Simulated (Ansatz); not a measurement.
# CdS: response to strain

Aim: deform CdS (zz strain of +2 %) and compute stress, forces and field gradients with LAPW, PAW and all-electron datasets made for the crystal.

Computed with Ansatz 0.2.0 (DFT PBE, scalar-relativistic, unless a step's input says otherwise).

## 1. The system as given

Symmetry: P6_3mc, No. 186, hexagonal system. Conventional cell: a = 4.135 Å, b = 4.135 Å, c = 6.749 Å, α = 90.00°, β = 90.00°, γ = 120.00°. Around Cd (site symmetry 3m) lie 4 S at 2.51 to 2.60 Å. Around S (site symmetry 3m) lie 4 Cd at 2.51 to 2.60 Å.

Structure file:

```
Cd S
1.0
     4.13480    0.00000    0.00000
    -2.06740    3.58084    0.00000
     0.00000    0.00000    6.74900
Cd S
2 2
Direct
  0.33333 0.66667 0.00000
  0.66667 0.33333 0.50000
  0.33333 0.66667 0.38500
  0.66667 0.33333 0.88500
```

Atoms are numbered in the order of the input: Cd1, Cd2, S3, S4.

## 2. After the deformation

Space group P6_3mc before, P6_3mc after.

## 3. Full-potential LAPW

input.yaml reads:

```yaml
crystal:
  lattice:
    - [4.1347992034, 0.0, 0.0]
    - [-2.0673996017, 3.5808411497, 0.0]
    - [0.0, 0.0, 6.88398]
  atoms:
    - { symbol: Cd, position: [0.3333333333, 0.6666666667, 0.0] }
    - { symbol: Cd, position: [0.6666666667, 0.3333333333, 0.5] }
    - { symbol: S, position: [0.3333333333, 0.6666666667, 0.385] }
    - { symbol: S, position: [0.6666666667, 0.3333333333, 0.885] }
kpoints:
  mp_grid: { grid: [7, 7, 4] }
  band_path:
    path:
      - [0.0, 0.0, 0.0]
      - [0.5, 0.0, 0.0]
      - [0.3333333333, 0.3333333333, 0.0]
      - [0.0, 0.0, 0.0]
      - [0.0, 0.0, 0.5]
      - [0.5, 0.0, 0.5]
      - [0.3333333333, 0.3333333333, 0.5]
      - [0.0, 0.0, 0.5]
      - [0.5, 0.0, 0.5]
    npoints: 5
scf:
  occupations: { method: fermi_dirac, width: 0.01 }
hamiltonian:
  xc: pbe
  pseudopotentials: { kind: all_electron, lapw: { basis_error: 0.001 } }
output:
  forces: true
  stress: true
  eigenvalues: true
```

On the command line:

```bash
$ ansatz run input.yaml --threads 1 --pin off --max-ram 4096MiB --backend cpu --events-out ev --progress --plain --runs-dir out
```

## 4. PAW on the default files

input.yaml reads:

```yaml
crystal:
  lattice:
    - [4.1347992034, 0.0, 0.0]
    - [-2.0673996017, 3.5808411497, 0.0]
    - [0.0, 0.0, 6.88398]
  atoms:
    - { symbol: Cd, position: [0.3333333333, 0.6666666667, 0.0] }
    - { symbol: Cd, position: [0.6666666667, 0.3333333333, 0.5] }
    - { symbol: S, position: [0.3333333333, 0.6666666667, 0.385] }
    - { symbol: S, position: [0.6666666667, 0.3333333333, 0.885] }
kpoints:
  mp_grid: { grid: [7, 7, 4] }
scf:
  occupations: { method: fermi_dirac, width: 0.01 }
hamiltonian:
  xc: pbe
  pseudopotentials: { kind: paw }
output:
  forces: true
  stress: true
  eigenvalues: true
  efg: { contact_densities: true }
```

## 5. All-electron PAW on datasets made for the crystal

input.yaml, as its differences from that of step 4:

```diff
@@ -16,3 +16,3 @@
   xc: pbe
-  pseudopotentials: { kind: paw }
+  pseudopotentials: { kind: all_electron, datasets: crystal }
 output:
```

(Steps that only read results are left out.)

Before running it: what results should come out? Wanted: pressure; largest shear or deviatoric stress.

The runs gave:

```
                                 quantity                                           value
                                 pressure  LAPW 1.52, PAW 1.49, crystal datasets 1.52 GPa
largest shear or deviatoric stress (LAPW)                                        2.44 GPa
```

In words: The largest part of the stress beyond the pressure is 2.44 GPa in size, in the zz component; the atoms are carried along and not relaxed. No run of the undeformed cell stands beside it, so the pressure holds what the given cell had before the change. PAW: stress within 0.04 GPa of LAPW, forces within 1 meV/Å. Crystal datasets: stress within 0.01 GPa of LAPW, forces within 1 meV/Å.
